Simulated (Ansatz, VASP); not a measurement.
**Two plane-wave programs on In3O2**

The input INCAR:

```
SYSTEM = In3O2
  ALGO = Normal
  EDIFF = 1E-6
  ENCUT = 520
  GGA = PE
  ISIF = 2
  ISMEAR = 0
  LASPH = .True.
  LCHARG = .False.
  LREAL = .False.
  LWAVE = .False.
  NBANDS = 34
  NELM = 100
  PREC = Accurate
  SIGMA = 0.1
```

The input KPOINTS:

```
k-points
0
Gamma
  6 6 4
  0 0 0
```

POSCAR

```
In3O2
1.0
    3.9933582384      0.0000000000      0.0000000000
   -1.9966791192      3.4583496808      0.0000000000
    0.0000000000      0.0000000000      6.2130167516
In O
3 2
Direct
    0.0000000000      0.0000000000      0.0000000000
    0.3333333333      0.6666666667      0.6450000000
    0.6666666667      0.3333333333      0.3550000000
    0.3333333333      0.6666666667      0.2450000000
    0.6666666667      0.3333333333      0.7550000000
```

Input for Ansatz:

```yaml
crystal:
  lattice:
    - [3.9933582384, 0.0, 0.0]
    - [-1.9966791192, 3.4583496808, 0.0]
    - [0.0, 0.0, 6.2130167516]
  atoms:
    - { symbol: In, position: [0.0, 0.0, 0.0] }
    - { symbol: In, position: [0.3333333333, 0.6666666667, 0.645] }
    - { symbol: In, position: [0.6666666667, 0.3333333333, 0.355] }
    - { symbol: O, position: [0.3333333333, 0.6666666667, 0.245] }
    - { symbol: O, position: [0.6666666667, 0.3333333333, 0.755] }
basis:
  ecutwfc: 420
kpoints:
  mp_grid: { grid: [6, 6, 4] }
hamiltonian:
  xc: pbe
scf:
  occupations: { method: gaussian, width: 0.1 }
  lower_state_search: "off"
output:
  forces: true
  stress: true
  eigenvalues: true
```

Alike in both runs: task single point; functional PBE; k mesh 6 × 6 × 4; occupations gaussian, width 0.1 eV; no spin polarisation.

```csv
,VASP,Ansatz
version,VASP 6.6.1,Ansatz 0.2.0
potentials or method,"VASP PAW PBE potentials, release 64 (In_d, O)","scalar-relativistic, plane waves, PAW"
plane-wave cutoff (eV),520,420
valence electrons in the cell,51,51
```

Ansatz gave:

```
gap on the k mesh at the Fermi level (eV)       : none
pressure (GPa)                                  : 8.6
largest component of the traceless stress (GPa) : 3.55
rms of the force components (eV/Å)              : 0.411
```

What did VASP give for the same quantities?

gap on the k mesh at the Fermi level (eV): none; pressure (GPa): 8.6; largest component of the traceless stress (GPa): 3.53; rms of the force components (eV/Å): 0.411.

Atom by atom the forces differ by 0.007 eV/Å (rms over components). A gap of «none» marks a metal or a gap that the smearing closes.

Caveats: an odd number of electrons without spin polarisation forces a metal; a magnetic or distorted state may lie lower.
